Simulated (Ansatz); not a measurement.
NaCl, KCl, RbCl: one prototype (rocksalt), with Na, K, Rb on the same site. Each was relaxed with r2SCAN in the PAW code Ansatz, and the gaps are read on those cells (d direct, i indirect). Calculated for a static, non-magnetic cell.

```json
{"compound": "NaCl", "a (Å)": "5.605", "gap, PBE (eV)": "5.18 d (Γ)", "gap, r2SCAN (eV)": "5.98 d (Γ)", "gap, HSE06 (eV)": "6.56 d (Γ)", "mean ε∞, r2SCAN": "2.4", "G0W0@PBE gap (eV)": "8.05 (326 empty bands, 220 eV, 4×4×4)"}
{"compound": "KCl", "a (Å)": "6.290", "gap, PBE (eV)": "5.19 d (Γ)", "gap, r2SCAN (eV)": "5.83 d (Γ)", "gap, HSE06 (eV)": "6.51 d (Γ)", "mean ε∞, r2SCAN": "2.2", "G0W0@PBE gap (eV)": "7.88 (185 empty bands, 120 eV, 4×4×4)"}
{"compound": "RbCl", "a (Å)": "6.612", "gap, PBE (eV)": "4.96 d (Γ)", "gap, r2SCAN (eV)": "5.56 d (Γ)", "gap, HSE06 (eV)": "6.25 d (Γ)", "mean ε∞, r2SCAN": "2.2", "G0W0@PBE gap (eV)": "7.57 (215 empty bands, 120 eV, 4×4×4)"}
```
G0W0 gaps are PBE's gap plus the shift on the mesh. G0W0 here is at a finite number of bands, screening cutoff and k mesh, not at the basis limit.

From NaCl to KCl, a changes by +0.685 Å and the HSE06 gap by -0.05 eV. From KCl to RbCl, a changes by +0.322 Å and the HSE06 gap by -0.26 eV.

The meshes of the hybrids are coarse, so their gaps aren't converged to the digits shown.
